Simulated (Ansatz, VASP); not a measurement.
# Two plane-wave programs on Be

Contents of INCAR:

```
PREC = Accurate
ENCUT = 520
EDIFF = 1E-7
ISMEAR = -1
SIGMA = 0.05
LREAL = F
LASPH = T
NELM = 100
ALGO = Normal
ISIF = 2
LWAVE = F
LCHARG = F
GGA = RP
```

Contents of KPOINTS:

```
regular mesh
0
Gamma
  14 14 14
```

File POSCAR:

```
Be
1.0
    0.0000000000      1.5790500000      1.5790500000
    1.5790500000      0.0000000000      1.5790500000
    1.5790500000      1.5790500000      0.0000000000
Be
1
Direct
    0.0000000000      0.0000000000      0.0000000000
```

Contents of KPOINTS_OPT:

```
path GXWKGLUWLK,UX
10
line-mode
reciprocal
 0.0000000000  0.0000000000  0.0000000000  G
 0.5000000000  0.0000000000  0.5000000000  X

 0.5000000000  0.0000000000  0.5000000000  X
 0.5000000000  0.2500000000  0.7500000000  W

 0.5000000000  0.2500000000  0.7500000000  W
 0.3750000000  0.3750000000  0.7500000000  K

 0.3750000000  0.3750000000  0.7500000000  K
 0.0000000000  0.0000000000  0.0000000000  G

 0.0000000000  0.0000000000  0.0000000000  G
 0.5000000000  0.5000000000  0.5000000000  L

 0.5000000000  0.5000000000  0.5000000000  L
 0.6250000000  0.2500000000  0.6250000000  U

 0.6250000000  0.2500000000  0.6250000000  U
 0.5000000000  0.2500000000  0.7500000000  W

 0.5000000000  0.2500000000  0.7500000000  W
 0.5000000000  0.5000000000  0.5000000000  L

 0.5000000000  0.5000000000  0.5000000000  L
 0.3750000000  0.3750000000  0.7500000000  K

 0.6250000000  0.2500000000  0.6250000000  U
 0.5000000000  0.0000000000  0.5000000000  X
```

Contents of input.yaml:

```yaml
crystal:
  lattice:
    - [0.0, 1.57905, 1.57905]
    - [1.57905, 0.0, 1.57905]
    - [1.57905, 1.57905, 0.0]
  atoms:
    - { symbol: Be, position: [0.0, 0.0, 0.0] }
hamiltonian:
  xc: rpbe
  pseudopotentials: { kind: paw }
kpoints:
  mp_grid: { grid: [14, 14, 14] }
  band_path:
    path:
      - [[0.0, 0.0, 0.0], [0.5, 0.0, 0.5], [0.5, 0.25, 0.75], [0.375, 0.375, 0.75], [0.0, 0.0, 0.0], [0.5, 0.5, 0.5], [0.625, 0.25, 0.625], [0.5, 0.25, 0.75], [0.5, 0.5, 0.5], [0.375, 0.375, 0.75]]
      - [[0.625, 0.25, 0.625], [0.5, 0.0, 0.5]]
    npoints: 14
scf:
  occupations: { method: fermi_dirac, width: 0.05 }
  n_extra_bands: 6
output:
  forces: true
  stress: true
  eigenvalues: true
  fatbands: false
```

The cell was built by a generator and needn't be a form met in nature.

Alike in both runs: task band structure; functional RPBE; k mesh 14 × 14 × 14; occupations fermi-dirac, width 0.05 eV; no spin polarisation.

|  | VASP | Ansatz |
| --- | --- | --- |
| version | VASP 6.6.1 | Ansatz 0.2.0 |
| potentials or method | VASP PAW PBE potentials, release 64 (Be) | Ansatz PAW |
| plane-wave cutoff (eV) | 520 | 420 |
| valence electrons in the cell | 2 | 2 |

|  | VASP | Ansatz | Ansatz less VASP |
| --- | --- | --- | --- |
| gap on the k mesh at the Fermi level (eV) | none | none | - |
| pressure (GPa) | 3.1 | 3.1 | -0.03 |

A gap of «none» marks a metal or a gap that the smearing closes. With one functional, cell and mesh, what is left measures potentials, basis and numerics.

Caveats: the PAW data sets were made with another functional, which shifts forces and pressure a little (VASP); the PAW data sets come from PBE, with cores solved anew for the run's functional, which leaves a small shift of forces and pressure (Ansatz).
